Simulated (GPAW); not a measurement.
A run of GPAW 26.7.0 is set up as follows.

Contents of run.py:

```python
from ase.dft.bandgap import bandgap
from ase.io import read, write
from ase.units import GPa
from gpaw import GPAW, PW

atoms = read('POSCAR')

calc = GPAW(mode=PW(600),
            xc='PBE',
            kpts={'size': (8, 8, 8), 'gamma': True},
            occupations={'name': 'methfessel-paxton', 'order': 0, 'width': 0.023},
            nbands=18,
            convergence={'density': 1e-05, 'energy': 1e-05},
            maxiter=150,
            txt='gpaw.txt')
atoms.calc = calc
energy = atoms.get_potential_energy()
forces = atoms.get_forces()
stress = atoms.get_stress()
calc.write('gs.gpw')
write('result.traj', atoms)
print(f'Energy: {energy:.6f} eV')
print('Forces (eV/A):')
print(forces.round(4))
print('Stress (GPa):', (stress / GPa).round(3))
print('Fermi level:', round(calc.get_fermi_level(), 4), 'eV')
print(f'Gap: {bandgap(calc)[0]:.4f} eV, direct: {bandgap(calc, direct=True)[0]:.4f} eV')
```

File POSCAR:

```
GaSb
1.0
    0.0000000000      3.0590000000      3.0590000000
    3.0590000000      0.0000000000      3.0590000000
    3.0590000000      3.0590000000      0.0000000000
Sb Ga
1 1
Direct
    0.7500000000      0.7500000000      0.7500000000
    0.0000000000      0.0000000000      0.0000000000
```

Potentials or basis: GPAW PAW data sets (gpaw-data 1.2.1), pw.

Launch:

```sh
$ OMP_NUM_THREADS=1 python run.py
```

(1) What does it give for the pressure?

(2) Estimate the band gap on the k mesh.

Answers

(1) 2.3 GPa.

(2) 0.09 eV, direct.

Caveat: spin-orbit coupling is left out, which moves the levels of the heavy elements.

**The experiment to reproduce.**

A printed reference work, data compilation reports, for a bulk crystal of GaSb at 4.2 K: band gap 0.811 eV (direct).

Against the measured gap of GaSb, 0.811 eV (direct; 4.2 K; a printed reference work, data compilation), the calculated 0.09 eV is off by -0.72 eV. Spin-orbit coupling on Ga, Sb is left out. The value is that of PBE on a finite k mesh, which can miss the band edges, without temperature or zero-point motion. Semilocal functionals fall short of measured gaps as a rule.
